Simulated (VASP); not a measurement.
Set up this calculation in VASP 6.6.1, as the native input.

| Item | Value |
| --- | --- |
| Task | single point |
| Functional | PBE |
| Potentials or basis | VASP PAW PBE potentials, release 64 (Rb_sv, Br) |
| Cutoff | 520 eV |
| k mesh | 6 × 6 × 6 |
| Occupations | gaussian, width 0.02 eV |
| Spin | no spin polarisation |
| Dipole correction | no |
| Further INCAR settings | ALGO = Fast; EDIFF = 1e-06; NBANDS = 15 |

The structure of RbBr lies in POSCAR:

```
RbBr
1.0
    4.1260773000      0.0000000000      0.0000000000
    0.0000000000      4.1260773000      0.0000000000
    0.0000000000      0.0000000000      4.1260773000
Rb Br
1 1
Direct
   -0.0216428325      0.0027095954      0.0001987360
    0.5000000000      0.5000000000      0.5000000000
```

The cell comes from a database or a generator and needn't be the stable form of this composition.

The cell isn't the ideal one: one atom moved.

The input as run:

INCAR

```
ALGO = Fast
EDIFF = 1E-6
ENCUT = 520
GGA = PE
ISIF = 2
ISMEAR = 0
LASPH = True
LCHARG = False
LREAL = False
LWAVE = False
NBANDS = 15
NELM = 100
PREC = Accurate
SIGMA = 0.02
```

KPOINTS

```
k-points
0
Gamma
  6 6 6
```

Potentials or basis: VASP PAW PBE potentials, release 64 (Rb_sv, Br).

Run with:

```bash
$ cat potpaw_PBE.64/Rb_sv/POTCAR potpaw_PBE.64/Br/POTCAR > POTCAR
$ mpirun -np 1 vasp_std > vasp.out
```

Results of the run:

```
Pressure               : 0.9 GPa
Largest force          : 0.074 eV/Å
Band gap on the k mesh : 4.08 eV, indirect (least direct gap 4.24 eV)
```

Wall time 60 s on 1 thread of Intel(R) Xeon(R) Platinum 8488C (Sapphire Rapids) (shared host), peak memory 0.26 GiB.
